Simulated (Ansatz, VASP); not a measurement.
Ti: VASP beside Ansatz

```xyz
2
Lattice="2.8639 0.0000 0.0000 -1.4319 2.4802 0.0000 0.0000 0.0000 4.5400" Properties=species:S:1:pos:R:3 pbc="T T T"
Ti    0.0000    1.6535    1.1350
Ti    1.4319    0.8267    3.4050
```

Alike in both runs: task single point; functional LDA; k mesh 13 × 13 × 7; occupations methfessel-paxton of order 1, width 0.6 eV; no spin polarisation.

|  | VASP | Ansatz |
| --- | --- | --- |
| version | VASP 6.6.1 | Ansatz 0.2.0 |
| potentials or method | VASP PAW LDA potentials, release 64 (Ti_sv) | plane waves (420 eV) with PAW, scalar-relativistic |
| plane-wave cutoff (eV) | 520 | 420 |
| valence electrons in the cell | 24 | 24 |

```csv
,VASP,Ansatz,Ansatz less VASP
pressure (GPa),-0.6,-0.5,+0.18
largest component of the traceless stress (GPa),0.06,0.09,+0.022
```

Ansatz warned: «pseudo_functional_mismatch».
